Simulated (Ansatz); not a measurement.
# Do the potentials matter? P_N in Si3N4 (P6_3/m), part 2 of 2

Aim: the (0/−1) level of P_N in Si3N4 (P6_3/m) as a function of the pseudopotential files, with the cost of each choice. The model is a cell of 42 host atoms with 1 N taken out and 1 P put in; the atoms are relaxed once and then held.

Ansatz 0.2.0; plane-wave DFT; relaxations with PBE, then single points with PBE, on supercells at fixed charge in a uniform background.

So far: The starting structure; Relaxing both charge states, PBE.

## 3. First setting: soft PAW, 420 eV

Total energies have another zero for each set of files, but a level against the valence top must not depend on them. The spread measures the error of the potentials and cutoffs, not that of the functional or the cell.

Input file qm1_M1.fdefault/input.yaml:

```yaml
crystal:
  checkpoint: "../qm1_M1.relax.run"
  host: checkpoint
total_charge: -1
basis:
  ecutwfc: 420
  xc_grid: 2
hamiltonian:
  xc: pbe
  pseudopotentials: { kind: paw }
kpoints:
  mp_grid: { grid: [1, 1, 1], shift: [0.25, 0.25, 0.25] }
magnetization:
  spin_polarized: true
  initial_magnetization: 1
  spin_locking: { lock_magnetization: hard }
scf:
  occupations: { method: fixed }
  max_iter: 100
output:
  forces: true
  charged_corrections:
    epsilon: [4.31, 4.31, 4.39]
    static_epsilon: [8.32, 8.32, 8.28]
    defect_position: [0.669992, 0.700828, 0.416667]
  eigenvalues: true
checkpoint:
  write: "../qm1_M1.fdefault.run"
  compress: false
  write_wavefunctions: false
  write_every: 100000
```

Command:

```sh
$ ansatz run input.yaml --threads 4 --pin off --max-ram 9420MiB --backend cpu --events-out ev --progress --plain --runs-dir out
```

Numbers of over 12 decimals in the logs are rounded to 6 here.

The program printed:

```text
[...]
crystal.checkpoint: the structure is that of <dir>, a `relax` run, at its step 15: its result, under pbe at a charge of -1 e; 42 atoms read, 0 with a starting moment; no density is read with it (checkpoint.read); crystal.structure_sha256 for this input is
[...]
Crystal: 42 atoms, lattice volume = 446.549 Å³
Basis set: ecut = 420 eV, 8723 PW (Γ), exchange–correlation on 108×108×120 points (8 copies of the dense FFT grid, shifted against one another)
Bands: 139, of which v1, the nominal top of the filled ones, is band 97 counted from 1 (96 counted from 0)
Symmetry: 1 space group operations
[...]
k-points: 1
[...]
Starting moments: Σ|m| = 1 μB on 42 of 42 sites
[...]
SCF iter   1: F=—  HF=-21089.727560 eV  |F-HF|=—  |Δ(HF+E_count)|=         —  Δρ=7.22e-2 (↑7.13e-2 ↓7.22e-2)  dr2=9.71e1  dr2_m=8.69e-2  M=1.000 μB ∫|m|=1.011 μB  β_m=0.30  ethr=3.10e-3  ⟨swp⟩=6.0  Hψ=1034  notcnv=0  defer=80
[...]
SCF iter  11: F=-21060.585087 eV  HF=-21060.585087 eV  |F-HF|=1.41e-8  |Δ(HF+E_count)|=   3.93e-7  Δρ=1.43e-6 (↑1.43e-6 ↓1.35e-6)  dr2=3.12e-8  dr2_m=8.30e-11  M=1.000 μB ∫|m|=1.077 μB  ethr=5.18e-11  ⟨swp⟩=20.0  Hψ=2156  notcnv=0
SCF 1 converged in 11 iterations: F = -21060.585087 eV  dr2 = 3.12e-8
[...]
SCF converged after 11 iterations
Stability checked in part: among states of this total moment the steps that led to this state did not find it unstable. No probe was made; neither looks for a lower state of another moment (fixed_total_moment; see scf.lower_state_search)
Magnetization: 1.0000 μB (97.0000 up, 96.0000 down)
Absolute magnetization: 1.0799 μB (∫|ρ↑−ρ↓|, with the PAW one-centre terms)
[...]
Per-site moments (μB) at R_I (Å): [(0.00141617, 0.719466), (0.000137524, 0.713583), (0.000756413, 0.710267), [... 39 left out ...]
Free energy (F): -21060.585087 eV
[...]
Internal energy: -21060.585087 eV  (E = F + TS)
E sigma→0 (E₀):  -21060.585087 eV
Fermi energy:    11.562890 (↑ 11.562890, ↓ 8.274755) eV
[...]
--- Forces (eV/Å), atoms counted from 1 ---
  atom   1  Si    -0.00371190     0.00094827    -0.00007649
  atom   2  Si    -0.00039345    -0.00145261    -0.00048004
  [... 2 atoms left out ...]
  atom   5  Si    -0.00430470     0.00040325    -0.01153728
  [... 1 atom left out ...]
  atom   7  N     -0.00007470    -0.00477582     0.00111425
  [... 3 atoms left out ...]
  atom  11  N     -0.00063161     0.00094409     0.00094719
  [... 5 atoms left out ...]
  atom  17  Si    -0.00099946     0.00431955    -0.00051474
  [... 1 atom left out ...]
  atom  19  Si     0.00034819     0.00414481     0.00587041
  [... 1 atom left out ...]
  atom  21  N     -0.00085354    -0.00523023    -0.00111657
  atom  22  N      0.00299768    -0.00289393     0.00004477
  atom  23  N      0.00022290     0.00252629    -0.00667413
  [... 1 atom left out ...]
  atom  25  P      0.01583371    -0.00069668     0.01075351
  [... 13 atoms left out ...]
  atom  39  N      0.00021718     0.00092755    -0.00390512
  [... 3 atoms left out ...]
  max |Σ_I F_I| component: 1.13e-5 eV/Å
[...]
F Makov-Payne    = n/a  (the rows are of the electrons' constant alone; ansatz place-levels tells what screens the charge)
[...]
--- Band table (eV) ---
[...]
```

Wall time 11 s (4 threads of Arm Neoverse V1, shared host); peak memory 0.97 GiB; 41 s of CPU time.

The column dr2 measures how far the density is from self-consistency, as an energy; F and HF (Harris–Foulkes) agree once it is small.

Both charges and the host at this setting go to place-levels, which corrects for the image charge and aligns the potentials.

Input file levels.fdefault.yaml:

```yaml
host:
  run: host.fdefault.run
states: [qm1_M1.fdefault.run, q0.fdefault.run]
geometry_from:
  qm1_M1.fdefault.run: qm1_M1.relax.run
  q0.fdefault.run: q0.relax.run
  host.fdefault.run: host.relax.run
```

Command:

```sh
$ ansatz place-levels levels.fdefault.yaml -- --threads 4 --pin off --max-ram 9420MiB
```

The program printed:

```text
(0/-1) 3.601 eV above the valence edge, 0.662 eV under the conduction edge
  edges by pbe, gap 4.263 eV; the host is sampled to repeats of 11.65 Å
  the defect's cells are sampled to repeats of 11.65 Å, like sampling
  charge 0: +0.000 eV for its dipole among its images, +0.000 omitted
  charge -1: -21060.5932 eV with its correction of -0.008 eV, at epsilon [8.32, 8.32, 8.28], aligned at sites: +0.3275 eV, mean over 21 atomic sites at or beyond 3.83 Å from the host's site at [0.6704, 0.7002, 0.4167] by the defect at [0.6700, 0.7008, [...]
  of states[1] (q0.fdefault.run): its displacements don't fall off away from the defect: farther atoms stand 0.025 Å off the host's places. [...]
  of states[0] (qm1_M1.fdefault.run): how wide its charge is, is not read beside other atoms or cores, and a band state would take no correction. [...]
```

Elapsed: 0.14 s, on 4 threads.

At this setting the gap is 4.263 eV and (0/−1) lies 3.601 eV above the valence top.

## 4. The other settings

In the defect's inputs only the studied keys change. One input of each further setting:

qm1_M1.fhard/input.yaml, as its differences from qm1_M1.fdefault/input.yaml of step 3:

```diff
@@ -5,3 +5,3 @@
 basis:
-  ecutwfc: 420
+  ecutwfc: 700
   xc_grid: 2
@@ -9,3 +9,3 @@
   xc: pbe
-  pseudopotentials: { kind: paw }
+  pseudopotentials: { kind: paw, source: ansatz }
 kpoints:
@@ -27,3 +27,3 @@
 checkpoint:
-  write: "../qm1_M1.fdefault.run"
+  write: "../qm1_M1.fhard.run"
   compress: false
```

qm1_M1.fjth/input.yaml, as its differences from qm1_M1.fhard/input.yaml of step 4:

```diff
@@ -5,3 +5,3 @@
 basis:
-  ecutwfc: 700
+  ecutwfc: 600
   xc_grid: 2
@@ -9,3 +9,3 @@
   xc: pbe
-  pseudopotentials: { kind: paw, source: ansatz }
+  pseudopotentials: { kind: paw, source: jth }
 kpoints:
@@ -27,3 +27,3 @@
 checkpoint:
-  write: "../qm1_M1.fhard.run"
+  write: "../qm1_M1.fjth.run"
   compress: false
```

qm1_M1.fnc/input.yaml, as its differences from qm1_M1.fjth/input.yaml of step 4:

```diff
@@ -5,3 +5,3 @@
 basis:
-  ecutwfc: 600
+  ecutwfc: 1000
   xc_grid: 2
@@ -9,3 +9,3 @@
   xc: pbe
-  pseudopotentials: { kind: paw, source: jth }
+  pseudopotentials: { kind: nc }
 kpoints:
@@ -27,3 +27,3 @@
 checkpoint:
-  write: "../qm1_M1.fjth.run"
+  write: "../qm1_M1.fnc.run"
   compress: false
```

## 5. Result against cost

Times of the states on 4 threads of Arm Neoverse V1, shared host; the host is run again at each setting:

```
   pseudopotential files  gap (eV)  (0/−1) above the valence top (eV)  under the conduction bottom (eV)  level less that at harder PAW, 700 eV (meV)  time, both charge states  time, host and placing  peak memory of a state (GiB)
        soft PAW, 420 eV     4.263                              3.601                             0.662                                            9                      15 s                    48 s                           1.0
      harder PAW, 700 eV     4.254                              3.592                             0.662                                            0                      33 s                   2 min                           1.9
         JTH PAW, 600 eV     4.257                              3.616                             0.641                                           24                      30 s                    90 s                           1.8
norm-conserving, 1000 eV     4.241                              3.575                             0.666                                          -17                      42 s                 2.5 min                           2.4
```

## 6. What came out

- (0/minus 1) level, soft PAW, 420 eV: 3.60 eV
- (0/minus 1) level, harder PAW, 700 eV: 3.59 eV
- (0/minus 1) level, JTH PAW, 600 eV: 3.62 eV
- (0/minus 1) level, norm-conserving, 1000 eV: 3.58 eV

Over the settings in the table the level spans 0.041 eV; soft PAW, 420 eV and norm-conserving, 1000 eV lie within 0.02 eV of the reference (harder PAW, 700 eV, 3.59 eV); soft PAW, 420 eV takes 45 % of its time for the two charge states. The largest miss of the level above the valence top is 24 meV, with JTH PAW, 600 eV. Only the charges −1 and 0 were run, each from one start, so (0/−1) need not be a change between stable states. The cutoff lies under that recommended for the files in harder PAW, 700 eV, JTH PAW, 600 eV and norm-conserving, 1000 eV, so part of the spread can be basis error. What this leaves open: one k-point off the zone centre stands for the whole zone; the images are only 7.7 Å apart; PBE makes the gap too small and tends to spread out bound carriers.

[Logs are printed without paths, hosts, clocks, repeated set-up lines and the standing remarks that a program may print on its own settings, such as how far it seeks lower states.]

[Hosts, paths, dates, database ids (printed as entryN), source tags and the programs' standing remarks are cut or masked in the printed files.]

[Where a table of states has a column of steps, it counts the stored structures, which are thinned; the runs took as many ionic steps or more.]

[For some hosts the program warned that the k-mesh of the response run may be too coarse for force constants and the static dielectric constant; such warnings are not shown here.]
